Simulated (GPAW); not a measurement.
# P (Cmce) in GPAW: convergence with basis set

Aim: find how far basis set must go before the results for P settle, at RPBE. This setting moves, with any that are tied to it; all else stays.

Program: GPAW 26.7.0. These are calculated values, not measurements. Logs are shortened: lines on timing, memory, paths and dates and some standing lists are left out, and cuts for length are marked. The log counts tension as positive stress, the text compression.

## 1. The structure

The structure is orthorhombic, space group Cmce (No. 64). Conventional cell: a = 3.295 Å, b = 10.930 Å, c = 4.544 Å, α = 90.00°, β = 90.00°, γ = 90.00°. P (site symmetry m) has 3 P at 2.20 to 2.25 Å as nearest neighbours.

## 2. With basis set lcao:sz(dzp)

Input file run.py:

```python
from ase.dft.bandgap import bandgap
from ase.io import read, write
from gpaw import GPAW

atoms = read('P.xyz')

calc = GPAW(mode='lcao',
            h=0.16,
            basis='sz(dzp)',
            xc='RPBE',
            kpts={'size': (5, 5, 4), 'gamma': True},
            occupations={'name': 'fermi-dirac', 'width': 0.05},
            convergence={'density': 1e-05, 'energy': 1e-05},
            maxiter=100,
            txt='gpaw.txt')
atoms.calc = calc
energy = atoms.get_potential_energy()
forces = atoms.get_forces()
calc.write('gs.gpw')
write('result.traj', atoms)
print(f'Energy: {energy:.6f} eV')
print('Forces (eV/A):')
print(forces.round(4))
print('Fermi level:', round(calc.get_fermi_level(), 4), 'eV')
print(f'Gap: {bandgap(calc)[0]:.4f} eV, direct: {bandgap(calc, direct=True)[0]:.4f} eV')
```

Input file P.xyz:

```xyz
4
Lattice="1.6477431241 -5.4650377251 0.0000000000 1.6477431241 5.4650377251 0.0000000000 0.0000000000 0.0000000000 4.5436355900" Properties=species:S:1:pos:R:3 pbc="T T T"
P      1.6477431241     -4.4173149036      2.6753615623
P      1.6477431241      4.4173149036      1.8682740277
P      1.6477431241     -1.0477228215      0.4035437673
P      1.6477431241      1.0477228215      4.1400918227
```

Potentials or basis: the program's PAW data sets (release 1.2.1) made for this functional, lcao:sz(dzp).

The run is started by

```bash
$ OMP_NUM_THREADS=1 python run.py
```

gpaw.txt:

```text
__  _  _
 | _ |_)|_||  |
 |__||  | ||/\| - 26.7.0

Input parameters:
  mode=LCAO(),
  basis={'default': 'sz(dzp)'},
  convergence={'density': 1e-05, 'energy': 1e-05},
  h=0.16,
  kpts=MonkhorstPack(size=(5, 5, 4), gamma=True),
  maxiter=100,
  occupations=Occupations(name='fermi-dirac', width=0.05),
  xc=XC(name='RPBE')

           P
             P

       P
         P

Atoms  # Å, Bohr magnetons
|   | symbol |        x |         y |        z |    initial magnetic moments |
|---|--------|----------|-----------|----------|-----------------------------|
| 0 |      P | 1.647743 | -4.417315 | 2.675362 | ( 0.0000,  0.0000,  0.0000) |
| 1 |      P | 1.647743 |  4.417315 | 1.868274 | ( 0.0000,  0.0000,  0.0000) |
| 2 |      P | 1.647743 | -1.047723 | 0.403544 | ( 0.0000,  0.0000,  0.0000) |
| 3 |      P | 1.647743 |  1.047723 | 4.140092 | ( 0.0000,  0.0000,  0.0000) |

Unit cell  # Å
| periodic |        x |         y |        z |  lengths |     angles |
|----------|----------|-----------|----------|----------|------------|
|      yes | 1.647743 | -5.465038 | 0.000000 | 5.708038 |  90.000000 |
|      yes | 1.647743 |  5.465038 | 0.000000 | 5.708038 |  90.000000 |
|      yes | 0.000000 |  0.000000 | 4.543636 | 4.543636 | 146.443224 |

Number of symmetries: 4
Symmetry operations  # r_c * U_cc + t_c -> r_c
|   | kind |            matrix            |
|---|------|------------------------------|
| 0 |  E   |  1, 0, 0,  0, 1, 0,  0, 0, 1 |
| 1 |  C2  |  0, 1, 0,  1, 0, 0,  0, 0,-1 |
| 2 |  σ   |  0,-1, 0, -1, 0, 0,  0, 0, 1 |
| 3 |  i   | -1, 0, 0,  0,-1, 0,  0, 0,-1 |

BZ-sampling:
  Number of BZ points: 100
  Number of IBZ points: 33

  Monkhorst-Pack size: [5, 5, 4]
  Monkhorst-Pack shift: [0.0, 0.0, 0.125]

K-points  # in reciprocal-cell coordinates
|     |                                coordinates |     weight |
|-----|--------------------------------------------|------------|
|   0 | (  0.00000000,   0.00000000,   0.00000000) | 0.01000000 |
|   1 | (  0.00000000,   0.00000000,   0.25000000) | 0.02000000 |
|   2 | (  0.00000000,   0.00000000,   0.50000000) | 0.01000000 |
|   3 | (  0.20000000,  -0.20000000,  -0.25000000) | 0.02000000 |
|   4 | (  0.20000000,  -0.20000000,   0.00000000) | 0.02000000 |
|   5 | (  0.20000000,  -0.20000000,   0.25000000) | 0.02000000 |
|   6 | (  0.20000000,  -0.20000000,   0.50000000) | 0.02000000 |
|   7 | (  0.20000000,   0.00000000,  -0.25000000) | 0.04000000 |
|   8 | (  0.20000000,   0.00000000,   0.00000000) | 0.04000000 |
|   9 | (  0.20000000,   0.00000000,   0.25000000) | 0.04000000 |
| ... |                                            |            |
|  32 | (  0.40000000,   0.40000000,   0.50000000) | 0.02000000 |

basis functions: 16
Spin-components: 1 (collinear spins)
Bands:           16
Projectors:      20
Spin-degeneracy: 2
Datatype:        <class 'complex'>

Parallelization:
  kpt:    1
  domain: 1
  band:   1

Density:
  Valence electrons: 20.0
  Components: 1
  Grid points: [20 20 28]
  Charge: 0.0  # |e|

Potential:
  Grid points: [20 20 28]

species:
  P:
    name:    Phosphorus
    Z:       15.0
    valence: 5
    core:    10
    charge:  0.0  # [|e|]
    compensation charges:
      type: gauss
      rc: 0.30  # [Å]
      lmax: 2
    cutoffs:
      filter: 1.69  # [Å]
[... 92 lines left out ...]
|   4 | (  0.20000000,  -0.20000000,   0.00000000) | 0.02000000 |
|   5 | (  0.20000000,  -0.20000000,   0.25000000) | 0.02000000 |
|   6 | (  0.20000000,  -0.20000000,   0.50000000) | 0.02000000 |
|   7 | (  0.20000000,   0.00000000,  -0.25000000) | 0.04000000 |
|   8 | (  0.20000000,   0.00000000,   0.00000000) | 0.04000000 |
|   9 | (  0.20000000,   0.00000000,   0.25000000) | 0.04000000 |
| ... |                                            |            |
|  32 | (  0.40000000,   0.40000000,   0.50000000) | 0.02000000 |

basis functions: 16
Spin-components: 1 (collinear spins)
Bands:           16
Projectors:      20
Spin-degeneracy: 2
Datatype:        <class 'complex'>

Parallelization:
  kpt:    1
  domain: 1
  band:   1

Density:
  Valence electrons: 20.0
  Components: 1
  Grid points: [20 20 28]
  Charge: 0.0  # |e|

Potential:
  Grid points: [20 20 28]

species:
  P:
    name:    Phosphorus
    Z:       15.0
    valence: 5
    core:    10
    charge:  0.0  # [|e|]
    compensation charges:
      type: gauss
      rc: 0.30  # [Å]
      lmax: 2
    cutoffs:
      filter: 1.69  # [Å]
      core: 1.81  # [Å]
    projectors
    | kind |    occ | energy [eV] | rcut [Å] |
    |------|--------|-------------|----------|
    |   3s |  2.000 |     -13.955 |    0.953 |
    |   3p |  3.000 |      -5.495 |    0.953 |
    |    s |        |      13.257 |    0.953 |
    |    p |        |      21.717 |    0.953 |
    |    d |        |       0.000 |    0.953 |

    LCAO basis set for P:
      Name: sz(dzp)
      File: <dir>
      Number of radial functions: 2
      Number of spherical harmonics: 4
        l=0, rc=6.0938 Bohr: 3s-sz confined orbital
        l=1, rc=7.7031 Bohr: 3p-sz confined orbital
      Number of RI-basis functions 0

Reference energy: -37226.000586  # eV

eigensolver:
  <gpaw.new.lcao.eigensolver.LCAOEigensolver object>
density mixing:
  MSR1-Mixer
  Pratt-step length: 0.05
  Maximum mixing coefficient: 0.75
  Old densities: 10
  SVD Regularization: 0.005
  Good broyden scale: 1.0
  Trust region scale: 1.0
  Backstep threshold: 4.0
  History deletion threshold: 6.0
  Fourier metric: weight=20.0, sigma=0.015

occupation numbers:
  Fermi-Dirac:
    width: 0.0500  # eV

FastPoissonSolver using
    Stencil: 8*3+1=25 point O(h^6) finite-difference Laplacian
    FFT axes: [np.int64(0), np.int64(1), np.int64(2)]
    FST axes: []

xc functional:
  name: RPBE with 2 nearest neighbor stencil
interpolation: tri-quintic # 5. degree polynomial

convergence criteria:
- Maximum integral of absolute [dens]ity change: 1e-05 electrons / valence electron
- Maximum [total energy] change in last 3 cyles: 1e-05 eV / valence electron
- Maximum integral of absolute [eigenst]ate change: 4e-08 eV^2 / valence electron
maximum number of iterations: 100

SCF iterations
|iter     | |      energy | eigst |  dens |
|---------|-|-------------|-------|-------|
|iter:   1| |  -15.155383 |      c|       |
|iter:   2| |  -14.946802 |      c| -0.98 |
|iter:   3| |  -13.552853 |      c| -1.00 |
|iter:   4| |  -13.511713 |      c| -1.71 |
|iter:   5| |  -13.510522 |      c| -2.43 |
|iter:   6| |  -13.510449 |      c| -3.04 |
|iter:   7| |  -13.510446c|      c| -3.79 |
|iter:   8| |  -13.510446c|      c| -4.78 |
|iter:   9| |  -13.510446c|      c| -5.33c|

Converged in 9 steps
Energy contributions relative to reference atoms: (reference = -37226.000586)

Energy contributions:
  Kinetic:          55.314324
  Coulomb:         -47.927765
  Zero:              0.197547
  External:          0.000000
  Xc:              -21.094423
  Entropy:          -0.000257
  Spinorbit:         0.000000
  ----------------------------
  Free energy:     -13.510575
  Extrapolated:    -13.510446

dipole moment: (0.000000, -0.000000, 0.000000)  # |e|*Ang

Fermi level: 6.630
Eigenvalues  # (at kpt = [0.000, 0.000, 0.000])
| band index |      eig [eV] | occ [0-2] |
|------------|---------------|-----------|
|          0 |       -11.060 |     2.000 |
|        ... |               |           |
|          2 |        -4.650 |     2.000 |
|          3 |        -0.866 |     2.000 |
|          4 |         1.243 |     2.000 |
|          5 |         1.255 |     2.000 |
|          6 |         1.303 |     2.000 |
|          7 |         3.181 |     2.000 |
|          8 |         3.688 |     2.000 |
|          9 |         5.462 |     2.000 |
|         10 |         7.350 |     0.000 |
|         11 |         8.259 |     0.000 |
|         12 |         8.885 |     0.000 |
|         13 |         8.886 |     0.000 |
|         14 |        11.548 |     0.000 |
|         15 |        12.836 |     0.000 |

Gap: 0.445 eV
Transition (v -> c):
  (s=0, k=15, n=9, [0.40, -0.40, 0.00]) -> (s=0, k=15, n=10, [0.40, -0.40, 0.00])
No difference between direct/indirect transitions

Forces  # eV/Ang
|        x |        y |        z |
|----------|----------|----------|
|  0.00000 |  2.97981 | -2.83473 |  # P    0
| -0.00000 | -2.97981 |  2.83473 |  # P    1
| -0.00000 | -2.97981 | -2.83473 |  # P    2
|  0.00000 |  2.97981 |  2.83473 |  # P    3

# Writing to gs.gpw (mode='')
```

It took 16 s on 1 thread of Arm Neoverse V1, shared host; peak memory 0.16 GiB.

What came out:

- Free energy: -13.5106 eV
- Largest force: 4.113 eV/Å
- Band gap on the k mesh: 0.45 eV, direct

## 3. With basis set lcao:szp(dzp)

Changes to run.py since step 2:

```diff
@@ -8,3 +8,3 @@
             h=0.16,
-            basis='sz(dzp)',
+            basis='szp(dzp)',
             xc='RPBE',
```

P.xyz is that of step 2.

Potentials or basis: the program's PAW data sets (release 1.2.1) made for this functional, lcao:szp(dzp).

The run is started by

```bash
$ OMP_NUM_THREADS=1 python run.py
```

It took 52 s on 1 thread of Arm Neoverse V1, shared host; peak memory 0.17 GiB.

What came out:

```yaml
Free_energy: -18.1399 eV
Largest_force: 1.584 eV/Å
Band_gap_on_the_k_mesh: 0.61 eV, direct
```

## 4. With basis set lcao:dz(dzp)

Changes to run.py since step 3:

```diff
@@ -8,3 +8,3 @@
             h=0.16,
-            basis='szp(dzp)',
+            basis='dz(dzp)',
             xc='RPBE',
```

P.xyz is that of step 3.

Potentials or basis: the program's PAW data sets (release 1.2.1) made for this functional, lcao:dz(dzp).

The run is started by

```bash
$ OMP_NUM_THREADS=1 python run.py
```

Wall time 22 s (1 thread of Arm Neoverse V1, shared host); peak memory 0.16 GiB.

What came out:

```
Free energy            : -15.3607 eV
Largest force          : 2.483 eV/Å
Band gap on the k mesh : 0.49 eV, direct
```

## 5. With basis set lcao:dzp

Changes to run.py since step 4:

```diff
@@ -8,3 +8,3 @@
             h=0.16,
-            basis='dz(dzp)',
+            basis='dzp',
             xc='RPBE',
```

P.xyz is that of step 4.

Potentials or basis: the program's PAW data sets (release 1.2.1) made for this functional, lcao:dzp.

The run is started by

```bash
$ OMP_NUM_THREADS=1 python run.py
```

Wall time 68 s (1 thread of Arm Neoverse V1, shared host); peak memory 0.18 GiB.

The run converged. Its results:

| Quantity | Value |
| --- | --- |
| Free energy | -19.1999 eV |
| Largest force | 0.694 eV/Å |
| Band gap on the k mesh | 0.56 eV, direct |

## 6. With basis set fd

Changes to run.py since step 5:

```diff
@@ -6,5 +6,4 @@
 
-calc = GPAW(mode='lcao',
+calc = GPAW(mode='fd',
             h=0.16,
-            basis='dzp',
             xc='RPBE',
@@ -12,2 +11,3 @@
             occupations={'name': 'fermi-dirac', 'width': 0.05},
+            nbands=21,
             convergence={'density': 1e-05, 'energy': 1e-05},
```

P.xyz is that of step 5.

Potentials or basis: the program's PAW data sets (release 1.2.1) made for this functional, fd.

The run is started by

```bash
$ OMP_NUM_THREADS=1 python run.py
```

Wall time 1.9 min (1 thread of Arm Neoverse V1, shared host); peak memory 0.32 GiB.

The run converged. Its results:

* Free energy: -19.8455 eV
* Largest force: 0.397 eV/Å
* Band gap on the k mesh: 0.49 eV, direct

## 7. With basis set pw

Changes to run.py since step 6:

```diff
@@ -2,3 +2,4 @@
 from ase.io import read, write
-from gpaw import GPAW
+from ase.units import GPa
+from gpaw import GPAW, PW
 
@@ -6,4 +7,3 @@
 
-calc = GPAW(mode='fd',
-            h=0.16,
+calc = GPAW(mode=PW(600),
             xc='RPBE',
@@ -18,2 +18,3 @@
 forces = atoms.get_forces()
+stress = atoms.get_stress()
 calc.write('gs.gpw')
@@ -23,2 +24,3 @@
 print(forces.round(4))
+print('Stress (GPa):', (stress / GPa).round(3))
 print('Fermi level:', round(calc.get_fermi_level(), 4), 'eV')
```

P.xyz is that of step 6.

Potentials or basis: the program's PAW data sets (release 1.2.1) made for this functional, pw.

The run is started by

```bash
$ OMP_NUM_THREADS=1 python run.py
```

Run time: 57 s. Hardware: 1 thread of Arm Neoverse V1, shared host; peak memory 0.21 GiB.

Results (log left out):

```
Free energy            : -19.9320 eV
Pressure               : 4.2 GPa
Largest force          : 0.397 eV/Å
Band gap on the k mesh : 0.49 eV, direct
```

## 8. Summary

```tsv
basis set	energy less the tightest run, at zero smearing (meV/atom)	largest force (eV/Å)	gap on the mesh (eV)	SCF cycles	CPU time (s)	peak memory (GiB)
lcao:sz(dzp)	1605.36	4.113	0.445	9	16	0.16
lcao:szp(dzp)	448.01	1.584	0.610	8	52	0.17
lcao:dz(dzp)	1142.83	2.483	0.490	9	22	0.16
lcao:dzp	183.00	0.694	0.560	9	68	0.18
fd	21.62	0.397	0.494	22	110	0.32
pw	0.00	0.397	0.490	11	57	0.21
```

Against the tightest run, the largest force stays within 0.005 eV/Å from fd on; the gap on the mesh stays within 0.01 eV from fd on. Not settled before the last step: the energy (to 1 meV/atom). The tightest run that finished is the yardstick and may itself not be fully converged.

Caveats: an odd mesh through Γ misses points on the zone boundary, where band edges often lie; the program warned that so skewed a cell can give wrong results.
